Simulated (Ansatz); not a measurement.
# CdS (Fm-3m): cell relaxations under several functionals in Python

Wanted for CdS (Fm-3m): cell relaxations under several functionals.

All numbers are computed with Ansatz 0.2.0 through its Python package. The levels of theory stand in the script.

## (1) The structure

It takes space group Fm-3m (No. 225, cubic). Conventional cell: a = 5.506 Å, b = 5.506 Å, c = 5.506 Å, α = 90.00°, β = 90.00°, γ = 90.00°. Around Cd (site symmetry m-3m) lie 6 S at 2.75 Å. S (site symmetry m-3m) has 6 Cd at 2.75 Å as nearest neighbours.

No structure file is read: the coordinates are typed or built in the script.

## (2) Script

lattice.py

```python
'''How the lattice of CdS depends on the functional.'''

from dataclasses import dataclass

import ansatz as az
import numpy as np


@dataclass(frozen=True)
class RunConfig:
    occupations: str = 'fixed'


opts = RunConfig()

def edges_and_angles(cell):
    cell = np.asarray(cell)
    a, b, c = np.linalg.norm(cell, axis=1)
    cosines = cell[1] @ cell[2] / (b * c), cell[0] @ cell[2] / (a * c), cell[0] @ cell[1] / (a * b)
    return (a, b, c, *np.degrees(np.arccos(cosines)))

lattice = az.Lattice.of(
    (0.0, 2.753244, 2.753244),
    (2.753244, 0.0, 2.753244),
    (2.753244, 2.753244, 0.0),
)
sites = [
    ('Cd', (0.0, 0.0, 0.0)),
    ('S', (0.5, 0.5, 0.5)),
]
system = az.Crystal(lattice=lattice)
for symbol, position in sites:
    system = system.atom(symbol, position)

base = (
    system.calculation()
    .occupations(opts.occupations)
    .kpoints(5)
    .basis(23 * az.Ha)
    .relax(cell=True)
)

levels = [('r2scan', 'none'), ('r2scan', 'd4'), ('pbesol', 'none')]
print('level            a       b       c    alpha   beta  gamma  V/atom  steps')
for name, dispersion in levels:
    seen = []
    run = base.functional(name, dispersion=dispersion).session().plan()
    res = run.execute(on_event=lambda e: seen.append(e) if e['event'] == 'relax_step' else None)
    cell = res.lattice.cell_ang
    label = name if dispersion == 'none' else f'{name}+{dispersion}'
    print('{:13s} {:7.4f} {:7.4f} {:7.4f} {:6.2f} {:6.2f} {:6.2f}'.format(label, *edges_and_angles(cell)), f'{abs(np.linalg.det(cell)) / len(res.lattice.sites):7.3f} {len(seen):5d}')
```

## (3) Launch

Launch:

```console
$ python lattice.py
```

**Question.** Rank the levels of theory by the volume of the relaxed cell.

**Answer**, as computed:

| quantity | value |
| --- | --- |
| runs compared | 3 |
| relaxed volume | 19.69 (pbesol) to 20.30 Å³/atom (r2scan) |
| gap on the mesh | 0.64 (run 3) to 1.25 eV (run 2) |

**Reading.** From smallest to largest: PBEsol (19.69 Å³ an atom, -5.6 % against the start), r2SCAN+D4 (20.05 Å³ an atom, -3.9 % against the start) and r2SCAN (20.30 Å³ an atom, -2.7 % against the start). The spread is 3.1 % in volume. In run 1, over 3 moves the cell shrank by 2.7 % in volume, and the space group stayed Fm-3m. In run 3, over 3 moves the cell shrank by 5.6 % in volume, and the space group stayed Fm-3m. Forces vanish by symmetry, so the ions can't move, and the end may be a saddle. Edges and angles that the script prints are those of the cell as typed, here a primitive one. The structure comes from a database of computed cells and needn't be a stable or known phase.
